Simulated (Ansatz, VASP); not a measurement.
# InSb: VASP beside Ansatz

Aim: how closely do two programs agree when they are given the same cell, functional and k mesh? The structure shown is the end of the Ansatz relaxation below.

Main program and level: Ansatz 0.2.0; plane waves, with VASP 6.6.1 beside it; single point at PBEsol.

## (1) Starting point

It takes space group I-4m2 (No. 119, tetragonal). Conventional cell: a = 4.473 Å, b = 4.473 Å, c = 6.723 Å, α = 90.00°, β = 90.00°, γ = 90.00°. Sb has 4 In at 2.80 Å nearest. In has 4 Sb at 2.80 Å nearest. Farther neighbours are not listed.

## (2) Ansatz: relaxation, PBEsol

Ansatz runs on its PAW soft_1 files.

This run makes the geometry at which the two programs are then compared.

input.yaml

```yaml
crystal:
  lattice:
    - [4.47319962, 0.0, 0.0]
    - [0.0, 4.47319962, 0.0]
    - [0.0, 0.0, 6.639101798]
  atoms:
    - { symbol: Sb, position: [0.5, 0.0, 0.75] }
    - { symbol: Sb, position: [0.0, 0.5, 0.25] }
    - { symbol: In, position: [0.0, 0.0, 0.0] }
    - { symbol: In, position: [0.5, 0.5, 0.5] }
kpoints:
  mp_grid: { grid: [6, 6, 4] }
scf:
  occupations: { method: fermi_dirac, width: 0.02 }
hamiltonian:
  xc: pbesol
  pseudopotentials: { kind: paw, azcp: { folder: soft_1 }, xc_functional: pbe }
basis:
  ecutwfc: 600
output:
  forces: true
  stress: true
relax:
  f_tol: 0.005
  max_steps: 70
  cell: { stress_tol: 0.02, p_target: 0, fix: [a, b, alpha, beta, gamma] }
```

Started as:

```console
$ ansatz run input.yaml --threads 8 --pin off --max-ram 18432MiB --backend cpu --events-out ev --progress --plain --runs-dir out
```

Numbers of over 12 decimals in the logs are rounded to 6 here.

Log:

```text
Engine: ansatz 0.2.0, aarch64-unknown-linux-gnu
Pseudopotentials: kind: paw
Pseudopotential: Sb, paw, valence charge 15, recommended cutoff 420 eV (normal), soft_1/Sb.paw.azcp
Pseudopotential: In, paw, valence charge 13, recommended cutoff 420 eV (normal), soft_1/In.paw.azcp
Functional definition: PBEsol
  exchange = pbesol_x
  correlation = pbesol_c
Crystal: 4 atoms, lattice volume = 132.845 Å³
Basis set: ecut = 600 eV, 4379 PW (Γ), exchange–correlation on 72×72×108 points (8 copies of the dense FFT grid, shifted against one another)
Bands: 34, of which v1, the nominal top of the filled ones, is band 28 counted from 1 (27 counted from 0)
Symmetry: 16 space group operations
Space group: I-4m2 (ITA 119), of the structure as read, at distance tolerance 5.1e-5 Å
k-points: 30 of 144 (time reversal used)
Non-local potential: Sb, projectors of the file, l = 0: 2, l = 1: 2, l = 2: 2, l = 3: 1
Non-local potential: In, projectors of the file, l = 0: 2, l = 1: 2, l = 2: 2, l = 3: 1
PAW form: soft (Blöchl's): semilocal exchange-correlation on the pseudo side does not see the compensation charge
PAW frozen core: Sb, regenerated for the run's functional, and the local potential with it (the file was generated under x = pbe(κ = 0.804, μ = 0.219515), c = pbe(β = 0.066725))
PAW frozen core: In, regenerated for the run's functional, and the local potential with it (the file was generated under x = pbe(κ = 0.804, μ = 0.219515), c = pbe(β = 0.066725))
PAW one-centre angular grid: Sb, 590 points (default); XC on 64 Gauss nodes
PAW one-centre angular grid: In, 590 points (default); XC on 64 Gauss nodes
Initial density: superposition of atomic densities (chi_scale 0.1, normalization cell, long waves kept (reshape's long-wave potential 0.00 eV rms))
Initial wavefunctions: pseudopotential atomic-orbital guess
Functional: x = pbesol(κ = 0.804, μ = 0.123457), c = pbesol(β = 0.046)
SCF iter   1: F=—  HF=-23867.608802 eV  |F-HF|=—  |Δ(HF+E_count)|=         —  Δρ=2.24e-2  dr2=5.78e-1  ethr=3.10e-3  ⟨swp⟩=7.5  Hψ=4946  notcnv=0
preconditioner: auto → Resta (q_TF=auto, 2.362 Å⁻¹)  ε∞=3.1  [insulator: Δε(μ)=0.436 eV  Ē_g=13.384 eV  σ=0.020 eV  W_gap=0.52  n_scr=36 (ndim 8)  ℏωp=19.3 eV  f_vac=0.010  D(μ)=0.37/eV (n_scr^D=0)  ε∞_Penn≈3.1]
SCF iter   2: F=—  HF=-23867.531748 eV  |F-HF|=—  |Δ(HF+E_count)|=   7.71e-2  Δρ=1.32e-2  dr2=2.12e-1  ethr=1.03e-3  ⟨swp⟩=2.0  Hψ=1375  notcnv=0  defer=49
SCF iter   3: F=—  HF=-23867.505371 eV  |F-HF|=—  |Δ(HF+E_count)|=   2.64e-2  Δρ=1.52e-3  dr2=4.53e-3  ethr=3.79e-4  ⟨swp⟩=3.0  Hψ=1931  notcnv=0  defer=53
SCF iter   4: F=—  HF=-23867.506896 eV  |F-HF|=—  |Δ(HF+E_count)|=   1.53e-3  Δρ=5.37e-4  dr2=6.70e-4  ethr=8.09e-6  ⟨swp⟩=2.0  Hψ=1634  notcnv=0  defer=53
SCF iter   5: F=—  HF=-23867.507549 eV  |F-HF|=—  |Δ(HF+E_count)|=   6.53e-4  Δρ=2.17e-4  dr2=7.82e-5  ethr=1.20e-6  ⟨swp⟩=2.0  Hψ=1621  notcnv=0  defer=53
SCF iter   6: F=—  HF=-23867.507630 eV  |F-HF|=—  |Δ(HF+E_count)|=   8.12e-5  Δρ=4.48e-5  dr2=1.83e-6  ethr=1.40e-7  ⟨swp⟩=3.0  Hψ=1810  notcnv=0  defer=53
SCF iter   7: F=-23867.507636 eV  HF=-23867.507636 eV  |F-HF|=9.76e-8  |Δ(HF+E_count)|=   5.55e-6  Δρ=5.24e-6  dr2=3.36e-8  ethr=1.79e-10  ⟨swp⟩=4.0  Hψ=4472  notcnv=0
SCF 1 converged in 7 iterations: F = -23867.507636 eV  dr2 = 3.36e-8
  greatest PAW one-centre occupation: 0.996 electrons in one spin orbital (limit 2), on the Sb atom at site 1 (counted from 0), in its partial waves of l = 2
relax step   1: F+E_penalty+E_count = -23867.50763612 eV  Δ(F+E_penalty+E_count) = +0.000e0 eV  max|allowed force component| = 5.031e-17 eV/Å  Δτ_max = 0.0000 Å  P = +2.005 GPa  Ω = 132.845 Å³  fix = [a, b, alpha, beta, gamma]  reactions: a +2.534, b +2.534 GPa  (7 SCF iters, dr2 threshold 1.00e-7 eV, accepted)
[...]
relax step   2: F+E_penalty+E_count = -23867.51150489 eV  Δ(F+E_penalty+E_count) = -3.869e-3 eV  max|allowed force component| = 5.811e-17 eV/Å  Δτ_max = 0.0000 Å  P = +1.065 GPa  Ω = 135.278 Å³  energy of the carried Pulay correction = -5.023e-5 eV  fix = [a, b, alpha, beta, gamma]  reactions: a +1.808, b +1.808 GPa  (5 SCF iters, dr2 threshold 4.00e-7 eV, accepted)
[...]
relax step   3: F+E_penalty+E_count = -23867.51251737 eV  Δ(F+E_penalty+E_count) = -1.012e-3 eV  max|allowed force component| = 1.674e-16 eV/Å  Δτ_max = 0.0000 Å  P = +1.344 GPa  Ω = 134.532 Å³  energy of the carried Pulay correction = -3.495e-5 eV  fix = [a, b, alpha, beta, gamma]  reactions: a +2.020, b +2.020 GPa  (3 SCF iters, dr2 threshold 4.00e-7 eV, accepted)
[...]
relax step   4: F+E_penalty+E_count = -23867.51255458 eV  Δ(F+E_penalty+E_count) = -3.721e-5 eV  max|allowed force component| = 1.605e-16 eV/Å  Δτ_max = 0.0000 Å  P = +1.344 GPa  Ω = 134.532 Å³  fix = [a, b, alpha, beta, gamma]  reactions: a +2.020, b +2.020 GPa  stress off target by 7.63e-3 GPa on what of the cell is left free  SCF on the basis re-selected at this cell (its energy is not comparable with the rows above)  (6 SCF iters)
basis re-selected at this cell: Δ(F+E_penalty+E_count) = -3.721e-5 eV, ΔP = -0.000 GPa vs the last step (what re-selecting the basis moved, of the pressure what is left beyond the Pulay correction that the steps carried, after the strain that the cell walked since its last selection, with what the two solves' SCF thresholds leave and, on support functions, any second-order correction that the steps lacked; it is no m [...]
SCF converged after 6 iterations
Free energy (F): -23867.512555 eV
Harris-Foulkes:  -23867.512555 eV  (|F-HF|=3.64e-12)
Internal energy: -23867.512094 eV  (E = F + TS)
E sigma→0 (E₀):  -23867.512324 eV
Entropy (-TS):   -0.000461 eV (-0.115 meV/atom)
Fermi energy:    7.618049 eV
--- Per-component energies (eV) ---
  E_band       = -513.606754
  E_kinetic    = 766.969028
  E_local      = -6221.042729  (includes V_loc(G=0)·N_el)
  E_nonlocal   = 1441.927515
  E_hartree    = 2567.902934
  E_xc         = -478.968308
  E_vxc        = -360.003087  (∫ρ·V_xc dr)
  E_paw        = -17215.960381  (= ΣΔE_a)
  E_vpaw       = -1277.263270  (= ΣTr[D̂ρ^β])
  E_aug_tail   = -0.000069  (compensation charges beyond the density's cutoff)
  E_ewald      = -4729.475602
  E_core_change = 1.135517  (= ΣΔE_core)
  E_smearing   = -0.000461  (= −TS)
  E_closure    = 0.000000  (closes the sum)
  Σ components = -23867.512555   (vs F -23867.512555, Δ=0.00e0)
--- Forces (eV/Å), atoms counted from 1 ---
  atom   1  Sb    -0.00000000     0.00000000    -0.00000000
  atom   2  Sb    -0.00000000     0.00000000    -0.00000000
  atom   3  In     0.00000000     0.00000000     0.00000000
  atom   4  In     0.00000000     0.00000000    -0.00000000
  max |Σ_I F_I| component: 1.70e-16 eV/Å
--- Stress (GPa, compression-positive) ---
        2.019937       0.000000       0.000000
        0.000000       2.019937      -0.000000
        0.000000      -0.000000      -0.007629
  P = ⅓ Tr σ = 1.3441 GPa (13.441 kbar)
--- Relaxed structure (3 steps of the walk, 3 accepted, 1 SCFs on fresh bases) ---
  F+E_penalty+E_count = -23867.51255458 eV   max|allowed force component| = 1.605e-16 eV/Å   (the final SCF, on the basis selected at the relaxed cell)
  cell:  # Å, volume = 134.5318 Å³
    - [4.47319962, 0.0, 0]
    - [0.0, 4.47319962, 0]
    - [0, 0, 6.723393]
  atoms:
    - { symbol: Sb, position: [0.5, 0, 0.750000] }
    - { symbol: Sb, position: [0, 0.5, 0.25] }
    - { symbol: In, position: [0, 0, 0] }
    - { symbol: In, position: [0.5, 0.5, 0.5] }
```

Reading the cycles: dr2 is the Hartree energy of the density residual (eV), the measure of convergence; HF is the Harris–Foulkes estimate of the energy, which meets the free energy F at convergence.

## (3) VASP: single point, PBEsol, pair 1

The same cell, functional, mesh and smearing now go to VASP, with its own data sets.

Lines of VASP's logs that name or quote its potential files are left out, and so is its time.

INCAR

```
SYSTEM = InSb
PREC = Accurate
ENCUT = 500
EDIFF = 1E-06
NELM = 120
ISMEAR = -1
SIGMA = 0.02
LREAL = .FALSE.
ALGO = Normal
GGA = PS
NBANDS = 24
LORBIT = 11
LWAVE = .FALSE.
LCHARG = .FALSE.
ISIF = 2
LASPH = .TRUE.
GGA_COMPAT = .FALSE.
KPAR = 2
```

POSCAR

```
InSb
1.0
    4.4731996200      0.0000000000      0.0000000000
    0.0000000000      4.4731996200      0.0000000000
    0.0000000000      0.0000000000      6.7233933619
Sb In
2 2
Direct
    0.5000000000      0.0000000000      0.7500000000
    0.0000000000      0.5000000000      0.2500000000
    0.0000000000      0.0000000000      0.0000000000
    0.5000000000      0.5000000000      0.5000000000
```

KPOINTS

```
Automatic mesh
0
Gamma
6 6 4
0 0 0
```

PAW data sets: Sb and In_d (PBE family, release 64).

Started as:

```console
$ mpirun -np 2 vasp_std
```

Log:

```text
[banner, memory and clock lines left out]
running    2 mpi-ranks, on    1 nodes
 distrk:  each k-point on    1 cores,    2 groups
 distr:  one band on    1 cores,    1 groups

 POSCAR found type information on POSCAR SbIn
 POSCAR found :  2 types and       4 ions
|                                                                             |
|               ----> ADVICE to this user running VASP <----                  |
|                                                                             |
|     You enforced a specific xc type in the INCAR file but a different       |
|     [... a line on the potential file left out ...]
|     I HOPE YOU KNOW WHAT YOU ARE DOING!                                     |
|                                                                             |

 LDA part: xc-table for (Slater+PW92), standard interpolation
 POSCAR, INCAR and KPOINTS ok, starting setup
 FFT: planning ... GRIDC
 FFT: planning ... GRID_SOFT
 FFT: planning ... GRID
 WAVECAR not read
 entering main loop
       N       E                     dE             d eps       ncg     rms          rms(c)
DAV:   1     0.280060572026E+03    0.28006E+03   -0.15407E+04  1440   0.149E+03
DAV:   2     0.849848610660E+01   -0.27156E+03   -0.26686E+03  1528   0.371E+02
DAV:   3    -0.148223984658E+02   -0.23321E+02   -0.22983E+02  1848   0.126E+02
DAV:   4    -0.155849591654E+02   -0.76256E+00   -0.76232E+00  1680   0.270E+01
DAV:   5    -0.156311530597E+02   -0.46194E-01   -0.46193E-01  2392   0.538E+00    0.586E+00
DAV:   6    -0.153799621700E+02    0.25119E+00   -0.45371E-01  1952   0.938E+00    0.327E+00
DAV:   7    -0.153334745351E+02    0.46488E-01   -0.22181E-01  2288   0.393E+00    0.867E-01
DAV:   8    -0.153309449597E+02    0.25296E-02   -0.23469E-02  1888   0.186E+00    0.397E-01
DAV:   9    -0.153314735626E+02   -0.52860E-03   -0.16992E-03  2016   0.429E-01    0.127E-01
DAV:  10    -0.153316481084E+02   -0.17455E-03   -0.21436E-04  1600   0.116E-01    0.276E-02
DAV:  11    -0.153316630457E+02   -0.14937E-04   -0.21129E-05  1888   0.414E-02    0.129E-02
DAV:  12    -0.153316689871E+02   -0.59414E-05   -0.16577E-05  1360   0.292E-02    0.517E-03
DAV:  13    -0.153316686604E+02    0.32675E-06   -0.14195E-06  1272   0.890E-03
   1 F= -.15331669E+02 E0= -.15331439E+02  d E =-.459357E-03
```

OUTCAR, selected parts (step 3):

```text
ion  position               nearest neighbor table
   1  0.500  0.000  0.750-   3 2.80   4 2.80   4 2.80   3 2.80
   2  0.000  0.500  0.250-   3 2.80   4 2.80   3 2.80   4 2.80
   3  0.000  0.000  0.000-   1 2.80   2 2.80   2 2.80   1 2.80
   4  0.500  0.500  0.500-   1 2.80   2 2.80   1 2.80   2 2.80

  LATTYP: Found a simple tetragonal cell.
 ALAT       =     4.4731996200
 C/A-ratio  =     1.5030389728

 Subroutine GETGRP returns: Found  8 space group operations
 (whereof  8 operations were pure point group operations)

The static configuration has the point symmetry D_2d.

 Found     30 irreducible k-points:

   k-points           NKPTS =     30   k-points in BZ     NKDIM =     30   number of bands    NBANDS=     24

   dimension x,y,z NGX =    36 NGY =   36 NGZ =   50
   dimension x,y,z NGXF=    72 NGYF=   72 NGZF=  100

   ENCUT  =  500.0 eV  36.75 Ry    6.06 a.u.   8.16  8.16 12.26*2*pi/ulx,y,z

   NELECT =      36.0000    total number of electrons

 k-points in reciprocal lattice and weights: Automatic mesh
   0.00000000  0.00000000  0.00000000       0.007
   0.16666667  0.00000000  0.00000000       0.028
   0.33333333  0.00000000  0.00000000       0.028
   0.50000000  0.00000000  0.00000000       0.014
   0.16666667  0.16666667  0.00000000       0.028
   0.33333333  0.16666667  0.00000000       0.056
   0.50000000  0.16666667  0.00000000       0.028
   0.33333333  0.33333333  0.00000000       0.028
   0.50000000  0.33333333  0.00000000       0.028
[...]
0.50000000  0.33333333  0.50000000       0.028
   0.50000000  0.50000000  0.50000000       0.007

 average (electrostatic) potential at core
       1 -86.9720       2 -86.9720       3 -96.0104       4 -96.0104

 E-fermi :   5.1919

 k-point     1 :       0.0000    0.0000    0.0000
  band No.  band energies     occupation
    ...
     15       2.9894      2.00000
     16       4.8504      2.00000
     17       4.8553      2.00000
     18       5.1899      1.05026
     19       5.1899      1.05026
     20       6.5344      0.00000
     21       6.6419      0.00000
     22       7.9804      0.00000
     23       7.9804      0.00000
     24       8.1162      0.00000

 k-point     2 :       0.1667    0.0000    0.0000
  band No.  band energies     occupation
    ...
     14       2.2743      2.00000
     15       3.1381      2.00000
     16       3.1530      2.00000
     17       4.3000      2.00000
     18       5.1046      1.97487
     19       6.2570      0.00000
     20       6.7267      0.00000
     21       7.9103      0.00000
     22       7.9523      0.00000
     23       8.1584      0.00000
    ...

 k-point     3 :       0.3333    0.0000    0.0000
  band No.  band energies     occupation
    ...
     14       1.3717      2.00000
     15       1.7141      2.00000
     16       3.1315      2.00000
     17       3.6056      2.00000
     18       4.7857      2.00000
     19       6.9022      0.00000
     20       7.0807      0.00000
     21       8.3978      0.00000
     22       8.6962      0.00000
     23       9.7288      0.00000
    ...

  Total        1.7156667      1.7156667      0.0070669      0.0000000      0.0000000      0.0000000
  in kB       20.4323551     20.4323551      0.0841619      0.0000000      0.0000000      0.0000000
  external PRESSURE =      13.6496241 kB  Pullay stress =       0.0000000 kB

  energy-cutoff  :      500.00
  volume of cell :      134.53
      direct lattice vectors                 reciprocal lattice vectors
     4.473199620  0.000000000  0.000000000     0.223553627  0.000000000  0.000000000
     0.000000000  4.473199620  0.000000000     0.000000000  0.223553627  0.000000000
     0.000000000  0.000000000  6.723393362     0.000000000  0.000000000  0.148734418

 POSITION                                       TOTAL-FORCE (eV/Angst)
 -----------------------------------------------------------------------------------
      2.23660      0.00000      5.04255        -0.000000      0.000000      0.000000
      0.00000      2.23660      1.68085        -0.000000      0.000000      0.000000
      0.00000      0.00000      0.00000         0.000000      0.000000      0.000000
      2.23660      2.23660      3.36170        -0.000000     -0.000000     -0.000000
 -----------------------------------------------------------------------------------
    total drift:                                0.000000      0.000000      0.000000

  FREE ENERGIE OF THE ION-ELECTRON SYSTEM (eV)
  ---------------------------------------------------
  free  energy   TOTEN  =       -15.3316686604 eV

  energy  without entropy=      -15.3312093038  energy(sigma->0) =      -15.33143898

 total charge
# of ion       s       p       d       tot
------------------------------------------
    1        1.138   1.337   0.021   2.495
    2        1.138   1.337   0.021   2.495
    3        0.871   0.726   9.866  11.464
    4        0.871   0.726   9.866  11.464
--------------------------------------------------
tot          4.018   4.125  19.773  27.917

[... 3 further parts left out ...]
```

The k-mesh is coarse for a metal. The PAW data sets were made with PBE, which is usual practice but a small mismatch for other functionals.

## (4) Differences

Known differences besides the potentials themselves: the data sets hold 56 valence electrons in Ansatz (on its PAW soft_1 files) and 36 in VASP; the cutoff is 600 eV in Ansatz and 500 eV in VASP; Ansatz makes its cores anew for this functional, VASP keeps those of its PBE data sets; Ansatz's pressure holds a Pulay correction, VASP's none. Total energies have different zeros and are not compared.

The two programs side by side:

| quantity | Ansatz | VASP | difference |
| --- | --- | --- | --- |
| pressure (GPa) | 1.34 | 1.36 | -0.02 |

## (5) Ansatz: relaxation, PBEsol

This run makes the geometry at which the two programs are then compared. The cell compared in this pair holds 135.90 Å³, against 134.53 Å³ for the pair before.

The structure compared here is the end of the Ansatz relaxation.

input.yaml: that of step 2 with these lines changed.

```diff
@@ -2,5 +2,5 @@
   lattice:
-    - [4.47319962, 0.0, 0.0]
-    - [0.0, 4.47319962, 0.0]
-    - [0.0, 0.0, 6.639101798]
+    - [4.51931508, 0.0, 0.0]
+    - [0.0, 4.51931508, 0.0]
+    - [0.0, 0.0, 6.599971532]
   atoms:
```

Started as:

```console
$ ansatz run input.yaml --threads 8 --pin off --max-ram 18432MiB --backend cpu --events-out ev --progress --plain --runs-dir out
```

Log:

```text
[...]
Crystal: 4 atoms, lattice volume = 134.799 Å³
Basis set: ecut = 600 eV, 4455 PW (Γ), exchange–correlation on 80×80×108 points (8 copies of the dense FFT grid, shifted against one another)
Bands: 34, of which v1, the nominal top of the filled ones, is band 28 counted from 1 (27 counted from 0)
Symmetry: 16 space group operations
[...]
-0.000000      -0.000000      -0.002076
  P = ⅓ Tr σ = 0.8868 GPa (8.868 kbar)
--- Relaxed structure (3 steps of the walk, 3 accepted, 1 SCFs on fresh bases) ---
[...]
cell:  # Å, volume = 135.9017 Å³
    - [4.51931508, 0.0, 0]
    - [0.0, 4.51931508, 0.0]
    - [0, 0.0, 6.653953]
  atoms:
    - { symbol: Sb, position: [0.5, 0, 0.750000] }
    - { symbol: Sb, position: [0, 0.5, 0.25] }
    - { symbol: In, position: [0, 0, 0] }
    - { symbol: In, position: [0.5, 0.5, 0.5] }
[key lines of the parts left out:]
SCF converged after 6 iterations
Free energy (F): -23867.541542 eV
Fermi energy:    7.445994 eV
```

[end of part 1 of 2]

[Lines on the potential files, build, host, timing and source positions are cut from VASP's logs without a mark.]

[Logs are printed without paths, hosts, clocks, repeated set-up lines and the standing remarks that a program may print on its own settings, such as how far it seeks lower states.]

[Hosts, paths, dates, database ids (printed as entryN), source tags and the programs' standing remarks are cut or masked in the printed files.]
